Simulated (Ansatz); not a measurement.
Starting cell, RuO2 (rutile):

```
RuO2
1.0
    4.47993     0.00000     0.00000
    0.00000     4.47993     0.00000
    0.00000     0.00000     3.10691
Ru O
2 4
Direct
  0.50000   0.50000   0.50000
  0.00000   0.00000   0.00000
  0.80532   0.80532   0.50000
  0.30532   0.69468   0.00000
  0.69468   0.30532   0.00000
  0.19468   0.19468   0.50000
```

In each cell atom 1 (Ru, nearest neighbour O at 1.934 Å; its periodic images, 3.1 Å or more away, move with it) moves by s·(1.000, 0.000, 0.000) (along Cartesian x), the rest being held.

Level of theory: r2SCAN (plane waves to 500 eV, PAW, scalar-relativistic; Ansatz, a program for electronic structure). k mesh 9×9×12 (Γ-centred), Fermi-Dirac smearing 0.05 eV. The energy includes the smearing's −TS. Left out: 2 of 11 points, with atoms too close for the PAW data. With partly filled bands, energies and forces of such displacements shift with the k mesh and the smearing. RuO2 is run without spin polarisation and with no Hubbard U. RuO2 was relaxed with its symmetry unable to fall. The zero of ΔE is the undisplaced structure. The last digit holds for this mesh only.

```json
[
 {"s (Å)": "-0.464", "ΔE (meV/cell)": "3086.4"},
 {"s (Å)": "-0.348", "ΔE (meV/cell)": "1751.3"},
 {"s (Å)": "-0.232", "ΔE (meV/cell)": "776.3"},
 {"s (Å)": "-0.116", "ΔE (meV/cell)": "withheld"},
 {"s (Å)": "0.000", "ΔE (meV/cell)": "0.0"},
 {"s (Å)": "0.116", "ΔE (meV/cell)": "withheld"},
 {"s (Å)": "0.232", "ΔE (meV/cell)": "776.3"},
 {"s (Å)": "0.348", "ΔE (meV/cell)": "1751.3"},
 {"s (Å)": "0.464", "ΔE (meV/cell)": "3086.4"}
]
```

Fit an even polynomial form (powers 2, 4, 6) to the given rows and predict ΔE at s = -0.116.

Least squares on the 7 given rows: ΔE = (14320)·s² + (2626)·s⁴ + (-11770)·s⁶, in meV/cell with s in Å; root-mean-square residual 0.57 meV/cell. At -0.116 the fit gives 193.1 meV/cell; the calculation gives 192.9 meV/cell, so the interpolation is off by 0.2 (+0.1 %). The quadratic term alone would give 192.7 meV/cell.

(A displaced cell: forces are minus the slopes of the energy, force constants its curvatures, and phonons follow from these.)
